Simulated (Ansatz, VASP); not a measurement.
## One calculation of Os, two programs

The input INCAR:

```
PREC = Accurate
ENCUT = 520
EDIFF = 1E-6
ISMEAR = -1
SIGMA = 0.03
LREAL = F
LASPH = T
NELM = 100
ALGO = Fast
ISIF = 2
LWAVE = F
LCHARG = F
GGA = PE
NBANDS = 10
```

KPOINTS

```
Automatic mesh
0
Gamma
  8 8 8
```

The input POSCAR:

```
Os
1.0
    0.0000000000      1.9450000000      1.9450000000
    1.9450000000      0.0000000000      1.9450000000
    1.9450000000      1.9450000000      0.0000000000
Os
1
Direct
    0.0000000000      0.0000000000      0.0000000000
```

input.yaml

```yaml
crystal:
  lattice:
    - [0.0, 1.945, 1.945]
    - [1.945, 0.0, 1.945]
    - [1.945, 1.945, 0.0]
  atoms:
    - { symbol: Os, position: [0.0, 0.0, 0.0] }
kpoints:
  mp_grid: { grid: [8, 8, 8] }
scf:
  occupations: { method: fermi_dirac, width: 0.03 }
hamiltonian:
  xc: pbe
  pseudopotentials: { kind: all_electron, lapw: { basis_error: 0.003 } }
output:
  forces: true
  stress: true
  eigenvalues: true
```

This isn't the form of Os at room conditions, which is hcp.

Alike in both runs: task single point; functional PBE; k mesh 8 × 8 × 8; occupations fermi-dirac, width 0.03 eV; no spin polarisation.

|  | VASP | Ansatz |
| --- | --- | --- |
| version | VASP 6.6.1 | Ansatz 0.2.0 |
| potentials or method | VASP PAW PBE potentials, release 64 (Os) | all-electron LAPW, scalar-relativistic |
| plane-wave cutoff (eV) | 520 | see its input |

VASP gave:

* gap on the k mesh at the Fermi level (eV): none
* pressure (GPa): -10.0

Question: What did Ansatz give for the same quantities?

Answer: gap on the k mesh at the Fermi level (eV): none; pressure (GPa): -9.7.

A gap of «none» marks a metal or a gap that the smearing closes. Ansatz ran all-electron here, so the differences hold the error of VASP's frozen core and of both bases.

Caveats: the k mesh is thin for a metal, which can move the energy by tens of meV per atom (Ansatz). The runs have no spin-orbit coupling, so splittings on Os are missing.
